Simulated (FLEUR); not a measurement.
**Co: equation of state with SCAN**

Crystal: Co.

```
Co
1.0
     2.47200    0.00000    0.00000
    -1.23600    2.14081    0.00000
     0.00000    0.00000    4.02114
Co
2
Direct
  0.66667 0.33333 0.75000
  0.33333 0.66667 0.25000
```

* Program: FLEUR MaX-R8.1 (later development tree)
* Task: equation of state
* Functional: SCAN
* Potentials or basis: all-electron
* Basis: FLAPW
* Kmax: 4.69 1/bohr
* k mesh: 12 × 12 × 7
* Occupations: fermi-dirac, width 0.05 eV
* Spin: collinear spin, program default start

```json
{"Equilibrium volume": "10.53 Å³/atom", "Bulk modulus at fixed shape and positions": "235 GPa"}
```

Energy against volume, from the lowest point:
```tsv
volume (Å³/atom)	energy (meV/atom)
10.002	19.59
10.215	6.19
10.640	0.00
11.066	18.21
11.279	35.11
```

Caveat: the meta-GGA is that of a development version, with a GGA for the radial functions and cores and without core tails; the cell was scaled at fixed shape and fractional positions, which overstates the stiffness of a crystal with free parameters, most of all of layers and chains.
